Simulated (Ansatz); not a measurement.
# Ag(111) with 4 layers of random Ag-Li, 2x2: scattering by chemical disorder

Wanted: resistance against the alloy's length, first Ag(111) with 4 layers of random Ag-Li, 2x2.

Program: Ansatz 0.2.0. Level of theory: Ansatz plane-wave DFT, PBE, PAW files; ballistic transport by layer matching (Landauer), zero bias; PAW set soft_1. Results are calculated unless marked as measured.

## 1. The structure

The cell holds 40 atoms: 32 Ag and 8 Li. Its edges and angles: a = 5.779 Å, b = 5.779 Å, c = 23.651 Å, α = 93.5°, β = 86.5°, γ = 120.0°. It derives from Ag. Regions: lead, 24 atoms (24 Ag); scattering region, 16 atoms (8 Li and 8 Ag). The structure is stacked along c, and the current runs across the ab planes.

## 2. With 4 alloy layers

In 4 layers a share of 0.5 of the sites is given to Li at random. The layers about the cell's end stay perfect and serve as the lead. Disorder leaves little or no symmetry, which makes such runs dear. Energies from -0.05 to 0.05 eV in steps of 0.05 eV are too few for the program's thermal sum, so it prints no conductance; for a metal the transmission near the Fermi level serves, at a fraction of the cost.

input.yaml

```yaml
crystal:
  lattice:
    - [5.7787594586, 0.0, 0.0]
    - [-2.8893797293, 5.0045524935, 0.0]
    - [1.4446898646, -0.8340920822, 23.5916866996]
  atoms:
    - { symbol: Ag, position: [0.9916666667, 0.0083333333, 0.05] }
    - { symbol: Ag, position: [0.9916666667, 0.5083333333, 0.05] }
    - { symbol: Ag, position: [0.4916666667, 0.0083333333, 0.05] }
    - { symbol: Ag, position: [0.4916666667, 0.5083333333, 0.05] }
    - { symbol: Ag, position: [0.1416666667, 0.3583333333, 0.15] }
    - { symbol: Ag, position: [0.1416666667, 0.8583333333, 0.15] }
    - { symbol: Ag, position: [0.6416666667, 0.3583333333, 0.15] }
    - { symbol: Ag, position: [0.6416666667, 0.8583333333, 0.15] }
    - { symbol: Ag, position: [0.2916666667, 0.2083333333, 0.25] }
    - { symbol: Ag, position: [0.2916666667, 0.7083333333, 0.25] }
    - { symbol: Ag, position: [0.7916666667, 0.2083333333, 0.25] }
    - { symbol: Ag, position: [0.7916666667, 0.7083333333, 0.25] }
    - { symbol: Li, position: [0.9416666667, 0.0583333333, 0.35] }
    - { symbol: Ag, position: [0.9416666667, 0.5583333333, 0.35] }
    - { symbol: Ag, position: [0.4416666667, 0.0583333333, 0.35] }
    - { symbol: Ag, position: [0.4416666667, 0.5583333333, 0.35] }
    - { symbol: Li, position: [0.0916666667, 0.4083333333, 0.45] }
    - { symbol: Ag, position: [0.0916666667, 0.9083333333, 0.45] }
    - { symbol: Li, position: [0.5916666667, 0.4083333333, 0.45] }
    - { symbol: Li, position: [0.5916666667, 0.9083333333, 0.45] }
    - { symbol: Li, position: [0.2416666667, 0.2583333333, 0.55] }
    - { symbol: Ag, position: [0.2416666667, 0.7583333333, 0.55] }
    - { symbol: Ag, position: [0.7416666667, 0.2583333333, 0.55] }
    - { symbol: Ag, position: [0.7416666667, 0.7583333333, 0.55] }
    - { symbol: Li, position: [0.8916666667, 0.1083333333, 0.65] }
    - { symbol: Li, position: [0.8916666667, 0.6083333333, 0.65] }
    - { symbol: Ag, position: [0.3916666667, 0.1083333333, 0.65] }
    - { symbol: Li, position: [0.3916666667, 0.6083333333, 0.65] }
    - { symbol: Ag, position: [0.0416666667, 0.4583333333, 0.75] }
    - { symbol: Ag, position: [0.0416666667, 0.9583333333, 0.75] }
    - { symbol: Ag, position: [0.5416666667, 0.4583333333, 0.75] }
    - { symbol: Ag, position: [0.5416666667, 0.9583333333, 0.75] }
    - { symbol: Ag, position: [0.1916666667, 0.3083333333, 0.85] }
    - { symbol: Ag, position: [0.1916666667, 0.8083333333, 0.85] }
    - { symbol: Ag, position: [0.6916666667, 0.3083333333, 0.85] }
    - { symbol: Ag, position: [0.6916666667, 0.8083333333, 0.85] }
    - { symbol: Ag, position: [0.8416666667, 0.1583333333, 0.95] }
    - { symbol: Ag, position: [0.8416666667, 0.6583333333, 0.95] }
    - { symbol: Ag, position: [0.3416666667, 0.1583333333, 0.95] }
    - { symbol: Ag, position: [0.3416666667, 0.6583333333, 0.95] }
kpoints:
  mp_grid: { grid: [4, 4, 1] }
hamiltonian:
  xc: pbe
  pseudopotentials: { kind: paw, azcp: { folder: soft_1 } }
scf:
  occupations: { method: fermi_dirac, width: 0.1 }
output:
  transmission: { leads: [[0, 4]], kmesh: [8, 8], e_range: [-0.05, 0.05], de: 0.05 }
  write_potential: true
  write_density: true
  volumetric_format: npy
```

On the command line:

```sh
$ ansatz run input.yaml --threads 8 --pin off --max-ram 15360MiB --backend cpu --events-out ev --progress --plain --runs-dir out
```

Numbers of over 12 decimals in the logs are rounded to 6 here.

The log of the run:

```text
Engine: ansatz 0.2.0, aarch64-unknown-linux-gnu
Pseudopotentials: kind: paw
Pseudopotential: Ag, paw, valence charge 19, recommended cutoff 420 eV (normal), soft_1/Ag.paw.azcp
Pseudopotential: Li, paw, valence charge 3, recommended cutoff 420 eV (normal), soft_1/Li.paw.azcp
Functional definition: PBE
  parameter kappa = 0.804
  parameter beta = 0.066725
  exchange = pbe_x(kappa = kappa, mu = beta*pi^2/3)
  correlation = pbe_c(beta = beta)
Crystal: 40 atoms, lattice volume = 682.274 Å³
Basis set: ecut = 420 eV, 13363 PW (Γ)
Bands: 380, of which v1, the nominal top of the filled ones, is band 316 counted from 1 (315 counted from 0)
Symmetry: 1 space group operations
Space group: P1 (ITA 1), of the structure as read, at distance tolerance 8.8e-5 Å
k-points: 10 of 16 (time reversal used)
Non-local potential: Ag, projectors of the file, l = 0: 3, l = 1: 2, l = 2: 2, l = 3: 1
Non-local potential: Li, projectors of the file, l = 0: 3, l = 1: 2, l = 2: 1
PAW form: soft (Blöchl's): semilocal exchange-correlation on the pseudo side does not see the compensation charge
PAW one-centre angular grid: Ag, 590 points (default); XC on 64 Gauss nodes
PAW one-centre angular grid: Li, 110 points (default); XC on 96 Gauss nodes
Initial density: superposition of atomic densities (chi_scale 0.1, normalization cell, long waves of neutral atoms (reshape's long-wave potential 5.01 eV rms, cloud 2.73 Å wide))
Initial wavefunctions: pseudopotential atomic-orbital guess
Functional: x = pbe(κ = 0.804, μ = 0.219515), c = pbe(β = 0.066725)
SCF iter   1: F=—  HF=-244557.136688 eV  |F-HF|=—  |Δ(HF+E_count)|=         —  Δρ=7.63e-2  dr2=2.85e2  ethr=3.10e-3  ⟨swp⟩=4.2  Hψ=11298  notcnv=0  defer=228
preconditioner: auto → Kerker (q_TF=auto, 2.694 Å⁻¹)  [metal: Δε(μ)=0.027 eV  Ē_g=8.666 eV  σ=0.100 eV  W_gap=0.07  n_scr=240 (ndim 8)  ℏωp=27.0 eV  f_vac=0.000  D(μ)=12.60/eV (n_scr^D=72)]
SCF iter   2: F=—  HF=-244543.976523 eV  |F-HF|=—  |Δ(HF+E_count)|=    1.32e1  Δρ=2.74e-2  dr2=1.21e2  ethr=3.10e-3  ⟨swp⟩=2.3  Hψ=6362  notcnv=0  defer=404
SCF iter   3: F=—  HF=-244540.480146 eV  |F-HF|=—  |Δ(HF+E_count)|=    3.50e0  Δρ=9.70e-3  dr2=2.69e1  ethr=3.10e-3  ⟨swp⟩=2.0  Hψ=4444  notcnv=0  defer=415
SCF iter   4: F=—  HF=-244539.788999 eV  |F-HF|=—  |Δ(HF+E_count)|=   6.91e-1  Δρ=4.54e-3  dr2=1.00e0  ethr=3.10e-3  ⟨swp⟩=1.8  Hψ=3775  notcnv=0  defer=416
SCF iter   5: F=—  HF=-244539.737993 eV  |F-HF|=—  |Δ(HF+E_count)|=   5.10e-2  Δρ=1.67e-3  dr2=5.93e-2  ethr=1.58e-4  ⟨swp⟩=1.2  Hψ=4079  notcnv=0  defer=418
SCF iter   6: F=—  HF=-244539.737377 eV  |F-HF|=—  |Δ(HF+E_count)|=   6.15e-4  Δρ=8.76e-4  dr2=1.65e-2  ethr=9.39e-6  ⟨swp⟩=2.5  Hψ=5226  notcnv=0  defer=418
SCF iter   7: F=—  HF=-244539.737043 eV  |F-HF|=—  |Δ(HF+E_count)|=   3.35e-4  Δρ=1.98e-4  dr2=1.75e-3  ethr=2.60e-6  ⟨swp⟩=1.1  Hψ=3381  notcnv=0  defer=418
SCF iter   8: F=—  HF=-244539.737037 eV  |F-HF|=—  |Δ(HF+E_count)|=   5.19e-6  Δρ=9.07e-5  dr2=1.64e-4  ethr=2.77e-7  ⟨swp⟩=1.1  Hψ=3381  notcnv=0  defer=418
SCF iter   9: F=—  HF=-244539.737072 eV  |F-HF|=—  |Δ(HF+E_count)|=   3.50e-5  Δρ=3.41e-5  dr2=1.80e-5  ethr=2.60e-8  ⟨swp⟩=2.0  Hψ=5235  notcnv=0  defer=418
SCF iter  10: F=—  HF=-244539.737157 eV  |F-HF|=—  |Δ(HF+E_count)|=   8.43e-5  Δρ=2.18e-5  dr2=3.90e-6  ethr=2.84e-9  ⟨swp⟩=2.0  Hψ=6528  notcnv=0  defer=418
SCF iter  11: F=—  HF=-244539.737156 eV  |F-HF|=—  |Δ(HF+E_count)|=   7.05e-7  Δρ=8.10e-6  dr2=9.76e-7  ethr=6.18e-10  ⟨swp⟩=2.0  Hψ=6476  notcnv=0  defer=418
SCF iter  12: F=-244539.737156 eV  HF=-244539.737156 eV  |F-HF|=4.05e-8  |Δ(HF+E_count)|=   1.55e-7  Δρ=2.77e-6  dr2=8.24e-8  ethr=1.58e-11  ⟨swp⟩=8.5  Hψ=16691  notcnv=0
SCF 1 converged in 12 iterations: F = -244539.737156 eV  dr2 = 8.24e-8
  greatest PAW one-centre occupation: 1.001 electrons in one spin orbital (limit 2), on the Ag atom at site 21 (counted from 0), in its partial waves of l = 0
transmission: 108 of 1020 steps passed
transmission: 216 of 1020 steps passed
[...]
transmission: 1020 of 1020 steps passed
SCF converged after 12 iterations
Free energy (F): -244539.737156 eV
Harris-Foulkes:  -244539.737156 eV  (|F-HF|=4.05e-8)
Internal energy: -244539.276915 eV  (E = F + TS)
E sigma→0 (E₀):  -244539.507036 eV
Entropy (-TS):   -0.460241 eV (-11.506 meV/atom)
Fermi energy:    14.065065 eV
--- Per-component energies (eV) ---
  E_band       = -9903.613718
  E_kinetic    = 15098.652634
  E_local      = -153432.498835  (includes V_loc(G=0)·N_el)
  E_nonlocal   = 852.645462
  E_hartree    = 75127.595775
  E_xc         = -5162.934441
  E_vxc        = -6536.792392  (∫ρ·V_xc dr)
  E_paw        = -126762.166517  (= ΣΔE_a)
  E_vpaw       = -16140.855617  (= ΣTr[D̂ρ^β])
  E_aug_tail   = 0.014162  (compensation charges beyond the density's cutoff)
  E_ewald      = -50260.585155
  E_smearing   = -0.460241  (= −TS)
  E_closure    = 0.000000  (closes the sum)
  Σ components = -244539.737156   (vs F -244539.737156, Δ=0.00e0)
--- Band table (eV; the first three rows and the last of 10) ---
  k-point 0: bands = [... 312 lower, 14.1673, 14.3195, 14.4000, 14.5122, 14.5362, 14.6789, 14.7959, 14.9423, ... 60 higher]
  k-point 1: bands = [... 312 lower, 13.7335, 13.7443, 13.7904, 13.9667, 14.0234, 14.0992, 14.3894, 14.4906, ... 60 higher]
  k-point 2: bands = [... 312 lower, 13.6223, 13.6815, 13.7343, 13.8248, 14.1359, 14.2105, 14.3600, 14.4751, ... 60 higher]
  k-point 9: bands = [... 312 lower, 13.6231, 13.7012, 13.7172, 13.7349, 14.2403, 14.3056, 14.3517, 14.3721, ... 60 higher]
--- Transmission ---
  basis      : 253 plane waves across, 30 finite elements along
  points     : 34, standing for a mesh of 8 x 8
  energies   : 3 from -0.050000 to 0.050000 eV about the Fermi level, 0.050000 eV apart; the leads are filled to 0.000000 eV, and channels, transmission and decay are at 0.000000 eV
  crystal 0  : Ag4, at the sites [0, 4], period 2.3592 Å, over 14.16 Å; its Hamiltonian steps by up to 14.8 meV
    offset         : up to 0.0000 Å between an atom of the period and one for which it stands
    channels       : 3.234375e0 a spin
    conductance    : none, the energies end too early or step too widely for 300 K: set another output.transmission.e_range or a lower de, or, where they end at an eighth of basis.ecutwfc, a higher one
  junction   : crystal 0 to crystal 0, 0.70 to 21.93 Å
    transmission   : 2.482179e0 a spin
    conductance    : none, the energies end too early or step too widely for 300 K: set another output.transmission.e_range or a lower de, or, where they end at an eighth of basis.ecutwfc, a higher one
```

Elapsed: 3.1 min, on 8 threads of Arm Neoverse V2, shared host; peak memory 7.9 GiB; 21 min of CPU time.

In the SCF lines HF is the Harris–Foulkes energy and dr2 the Hartree energy of the density residual, in eV; the loop may stop once dr2 is under the threshold and the program's other checks hold. Hψ counts applications of the Hamiltonian.

Numbers from this step:

- free energy: -244539.7372 eV
- energy at zero smearing: -244539.5070 eV
- Fermi energy: 14.07 eV
- cell area: 28.92 Å²
- transmission per spin nearest the Fermi level: 2.482
- open channels per spin nearest the Fermi level: 3.234
- step of the lead's potential: 14.8 meV

Per spin. The transmission, zone mean by energy, zero at the Fermi level:

```csv
energy (eV),"transmission, zone mean"
-0.0500,2.44
0.0000,2.48
0.0500,2.51
```

Per spin. The open channels, zone mean, lead stays at 3.23 for energy from -0.05 to 0.05 eV.

Transmission over k1 and k2. At 0.0000 eV from the Fermi level.

Ten even steps from '0' (1.93) to '9' (3.26):
```
37228444
32626234
31243223
77720277
33223421
34326262
34448227
74339334
```
Columns: k1 (b1) from -0.5 to 0.375; rows upwards: k2 (b2) from -0.5 to 0.375.

Open channels over k1 and k2. At 0.0000 eV from the Fermi level.

Ten even steps from '0' (3.00) to '9' (4.00):
```
09009000
00909000
00000000
99900099
00000000
00009090
00009009
90009000
```
Columns: k1 (b1) from -0.5 to 0.375; rows upwards: k2 (b2) from -0.5 to 0.375.

Over the solved energies the transmission per spin lies between 2.44 and 2.51, out of 3.23 channels of the lead on average (up to 3.23).

## 3. With 8 alloy layers

In 8 layers a share of 0.5 of the sites is given to Li at random. A fresh draw is used; the growth of the resistance with length is what counts.

System of this step: Ag(111) with 8 layers of random Ag-Li, 2x2. The cell holds 56 atoms: 40 Ag and 16 Li. Its edges and angles: a = 5.779 Å, b = 5.779 Å, c = 33.070 Å, α = 87.5°, β = 92.5°, γ = 120.0°. It derives from Ag. Regions: lead, 24 atoms (24 Ag); scattering region, 32 atoms (16 Ag and 16 Li). The structure is stacked along c, and the current runs across the ab planes.

input.yaml

```yaml
crystal:
  lattice:
    - [5.7787594586, 0.0, 0.0]
    - [-2.8893797293, 5.0045524935, 0.0]
    - [-1.4446898646, 0.8340920822, 33.0283613795]
  atoms:
    - { symbol: Ag, position: [0.005952381, 0.994047619, 0.0357142857] }
    - { symbol: Ag, position: [0.005952381, 0.494047619, 0.0357142857] }
    - { symbol: Ag, position: [0.505952381, 0.994047619, 0.0357142857] }
    - { symbol: Ag, position: [0.505952381, 0.494047619, 0.0357142857] }
    - { symbol: Ag, position: [0.1845238095, 0.3154761905, 0.1071428571] }
    - { symbol: Ag, position: [0.1845238095, 0.8154761905, 0.1071428571] }
    - { symbol: Ag, position: [0.6845238095, 0.3154761905, 0.1071428571] }
    - { symbol: Ag, position: [0.6845238095, 0.8154761905, 0.1071428571] }
    - { symbol: Ag, position: [0.3630952381, 0.1369047619, 0.1785714286] }
    - { symbol: Ag, position: [0.3630952381, 0.6369047619, 0.1785714286] }
    - { symbol: Ag, position: [0.8630952381, 0.1369047619, 0.1785714286] }
    - { symbol: Ag, position: [0.8630952381, 0.6369047619, 0.1785714286] }
    - { symbol: Ag, position: [0.0416666667, 0.9583333333, 0.25] }
    - { symbol: Ag, position: [0.0416666667, 0.4583333333, 0.25] }
    - { symbol: Ag, position: [0.5416666667, 0.9583333333, 0.25] }
    - { symbol: Li, position: [0.5416666667, 0.4583333333, 0.25] }
    - { symbol: Li, position: [0.2202380952, 0.2797619048, 0.3214285714] }
    - { symbol: Ag, position: [0.2202380952, 0.7797619048, 0.3214285714] }
    - { symbol: Li, position: [0.7202380952, 0.2797619048, 0.3214285714] }
    - { symbol: Ag, position: [0.7202380952, 0.7797619048, 0.3214285714] }
    - { symbol: Li, position: [0.3988095238, 0.1011904762, 0.3928571429] }
    - { symbol: Li, position: [0.3988095238, 0.6011904762, 0.3928571429] }
    - { symbol: Ag, position: [0.8988095238, 0.1011904762, 0.3928571429] }
    - { symbol: Li, position: [0.8988095238, 0.6011904762, 0.3928571429] }
    - { symbol: Ag, position: [0.0773809524, 0.9226190476, 0.4642857143] }
    - { symbol: Ag, position: [0.0773809524, 0.4226190476, 0.4642857143] }
    - { symbol: Ag, position: [0.5773809524, 0.9226190476, 0.4642857143] }
    - { symbol: Li, position: [0.5773809524, 0.4226190476, 0.4642857143] }
    - { symbol: Li, position: [0.255952381, 0.244047619, 0.5357142857] }
    - { symbol: Li, position: [0.255952381, 0.744047619, 0.5357142857] }
    - { symbol: Li, position: [0.755952381, 0.244047619, 0.5357142857] }
    - { symbol: Li, position: [0.755952381, 0.744047619, 0.5357142857] }
    - { symbol: Ag, position: [0.4345238095, 0.0654761905, 0.6071428571] }
    - { symbol: Ag, position: [0.4345238095, 0.5654761905, 0.6071428571] }
    - { symbol: Li, position: [0.9345238095, 0.0654761905, 0.6071428571] }
    - { symbol: Li, position: [0.9345238095, 0.5654761905, 0.6071428571] }
    - { symbol: Li, position: [0.1130952381, 0.8869047619, 0.6785714286] }
    - { symbol: Ag, position: [0.1130952381, 0.3869047619, 0.6785714286] }
    - { symbol: Ag, position: [0.6130952381, 0.8869047619, 0.6785714286] }
    - { symbol: Ag, position: [0.6130952381, 0.3869047619, 0.6785714286] }
    - { symbol: Ag, position: [0.2916666667, 0.2083333333, 0.75] }
    - { symbol: Ag, position: [0.2916666667, 0.7083333333, 0.75] }
    - { symbol: Li, position: [0.7916666667, 0.2083333333, 0.75] }
    - { symbol: Li, position: [0.7916666667, 0.7083333333, 0.75] }
    - { symbol: Ag, position: [0.4702380952, 0.0297619048, 0.8214285714] }
    - { symbol: Ag, position: [0.4702380952, 0.5297619048, 0.8214285714] }
    - { symbol: Ag, position: [0.9702380952, 0.0297619048, 0.8214285714] }
    - { symbol: Ag, position: [0.9702380952, 0.5297619048, 0.8214285714] }
    - { symbol: Ag, position: [0.1488095238, 0.8511904762, 0.8928571429] }
    - { symbol: Ag, position: [0.1488095238, 0.3511904762, 0.8928571429] }
    - { symbol: Ag, position: [0.6488095238, 0.8511904762, 0.8928571429] }
    - { symbol: Ag, position: [0.6488095238, 0.3511904762, 0.8928571429] }
    - { symbol: Ag, position: [0.3273809524, 0.1726190476, 0.9642857143] }
    - { symbol: Ag, position: [0.3273809524, 0.6726190476, 0.9642857143] }
    - { symbol: Ag, position: [0.8273809524, 0.1726190476, 0.9642857143] }
    - { symbol: Ag, position: [0.8273809524, 0.6726190476, 0.9642857143] }
kpoints:
  mp_grid: { grid: [4, 4, 1] }
hamiltonian:
  xc: pbe
  pseudopotentials: { kind: paw, azcp: { folder: soft_1 } }
scf:
  occupations: { method: fermi_dirac, width: 0.1 }
output:
  transmission: { leads: [[0, 4]], kmesh: [8, 8], e_range: [-0.05, 0.05], de: 0.05 }
  write_potential: true
  write_density: true
  volumetric_format: npy
```

The log of the run:

```text
[...]
Crystal: 56 atoms, lattice volume = 955.184 Å³
Basis set: ecut = 420 eV, 18759 PW (Γ)
Bands: 485, of which v1, the nominal top of the filled ones, is band 404 counted from 1 (403 counted from 0)
Symmetry: 1 space group operations
[...]
k-points: 10 of 16 (time reversal used)
[...]
SCF iter   1: F=—  HF=-306931.657352 eV  |F-HF|=—  |Δ(HF+E_count)|=         —  Δρ=7.84e-2  dr2=7.80e2  ethr=3.10e-3  ⟨swp⟩=4.4  Hψ=14332  notcnv=0  defer=327
[...]
SCF iter  13: F=-306904.353149 eV  HF=-306904.353149 eV  |F-HF|=2.55e-8  |Δ(HF+E_count)|=   7.10e-9  Δρ=1.29e-6  dr2=3.16e-8  ethr=1.24e-11  ⟨swp⟩=10.0  Hψ=19107  notcnv=0
SCF 1 converged in 13 iterations: F = -306904.353149 eV  dr2 = 3.16e-8
[...]
transmission: 144 of 1394 steps passed
transmission: 282 of 1394 steps passed
[...]
transmission: 1394 of 1394 steps passed
SCF converged after 13 iterations
Free energy (F): -306904.353149 eV
[...]
Internal energy: -306903.683755 eV  (E = F + TS)
E sigma→0 (E₀):  -306904.018452 eV
Entropy (-TS):   -0.669394 eV (-11.953 meV/atom)
Fermi energy:    12.673429 eV
[...]
--- Band table (eV; the first three rows and the last of 10) ---
  k-point 0: bands = [... 400 lower, 12.8558, 12.9681, 13.0641, 13.1315, 13.2037, 13.2716, 13.3119, 13.3967, ... 77 higher]
  k-point 1: bands = [... 400 lower, 12.4440, 12.4869, 12.5569, 12.6024, 12.6964, 12.7610, 12.8289, 12.8980, ... 77 higher]
  k-point 2: bands = [... 400 lower, 12.3217, 12.3857, 12.4311, 12.4920, 12.6397, 12.7000, 12.7269, 12.7497, ... 77 higher]
  k-point 9: bands = [... 400 lower, 12.3333, 12.3795, 12.4603, 12.5678, 12.6000, 12.6394, 12.7875, 12.8327, ... 77 higher]
--- Transmission ---
  basis      : 253 plane waves across, 41 finite elements along
  points     : 34, standing for a mesh of 8 x 8
[...]
channels       : 3.234375e0 a spin
[...]
junction   : crystal 0 to crystal 0, 0.70 to 31.37 Å
    transmission   : 2.162362e0 a spin
[...]
```

The job ended after 4.8 min (8 threads; peak memory 9 GiB; 33 min of CPU time).

This step gave:

```
free energy                                   : -306904.3531 eV
energy at zero smearing                       : -306904.0185 eV
Fermi energy                                  : 12.67 eV
transmission per spin nearest the Fermi level : 2.162
step of the lead's potential                  : 6.6 meV
```

Per spin. The transmission, zone mean by energy, zero at the Fermi level:

```csv
energy (eV),"transmission, zone mean"
-0.0500,2.20
0.0000,2.16
0.0500,2.20
```

Over the solved energies the transmission per spin lies between 2.16 and 2.20, out of 3.27 channels of the lead on average (up to 3.33).

[end of part 1 of 2]

[Logs are printed without paths, hosts, clocks, repeated set-up lines and the standing remarks that a program may print on its own settings, such as how far it seeks lower states.]

[Hosts, paths, dates, database ids (printed as entryN), source tags and the programs' standing remarks are cut or masked in the printed files.]
